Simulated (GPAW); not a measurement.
Runs of GPAW 26.7.0 on La2O3. Symmetry: P321, No. 150, trigonal system. The conventional cell has a = 6.370 Å, b = 6.370 Å, c = 3.290 Å, α = 90.00°, β = 90.00°, γ = 120.00°. Around La (site symmetry 3) lie 6 O at 2.46 to 2.47 Å. O (site symmetry 2) is surrounded by 4 La at 2.46 to 2.47 Å. The cell comes from a database or a generator and needn't be the stable form of this composition.

| task | level | potentials or basis | k mesh | cutoff (eV) | smearing | maxiter | band path | band points | exx fractions | convergence | mesh quality | gap on the mesh (eV) | pressure (GPa) | largest force (eV/Å) |
| --- | --- | --- | --- | --- | --- | --- | --- | --- | --- | --- | --- | --- | --- | --- |
| band structure | LDA | the program's PAW data sets (release 1.2.1) made for this functional, pw | 3 × 3 × 5 | 800 | fermi-dirac 0.05 eV | 150 | GMKGALHA,LM,KH | 80 | - | - | not flagged | 1.73 | (b) | 0.05 |
| one-shot levels on a semilocal density | r2SCAN | GPAW PAW data sets (gpaw-data 1.2.1), pw | 2 × 2 × 4 | 650 | fermi-dirac 0.001 eV | 150 | - | - | r2SCAN0 0.25, r2SCANh 0.1, r2SCAN50 0.5 | - | coarse | (c) | - | - |
| band structure | r2SCAN | GPAW PAW data sets (gpaw-data 1.2.1), pw | 3 × 3 × 5 | 800 | fermi-dirac 0.05 eV | 150 | GMKGALHA,LM,KH | 80 | - | - | not flagged | 2.20 | (a) | 0.04 |
| single point | r2SCAN | GPAW PAW data sets (gpaw-data 1.2.1), pw | 4 × 4 × 7 | 650 | fermi-dirac 0.05 eV | 120 | - | - | - | default | not flagged | 2.08 | -1.7 | 0.04 |

Alike in all rows: no spin polarisation; cell as given.

Q: Fill in the values left out.

A: (a) -0.6; (b) -5.0; (c) 1.96.

Caveats: some runs use coarse meshes; one-centre terms of the f shell are cut off; spin-orbit coupling is left out, which moves the levels of the heavy elements; the PAW data sets were made with another functional, which shifts forces and pressure a little (some runs); the mesh misses the band edges, which the band path finds closer together (some runs); energy and the plain gap are those of the semilocal run (some runs); the hybrids' values are one shot on its orbitals and mesh (some runs); the cutoff is short for stress and forces, so pressures can be off by a GPa or more (some runs).

A k mesh can miss the band edges, and the runs leave out spin-orbit coupling on La.

Not every run made on this cell is shown here.
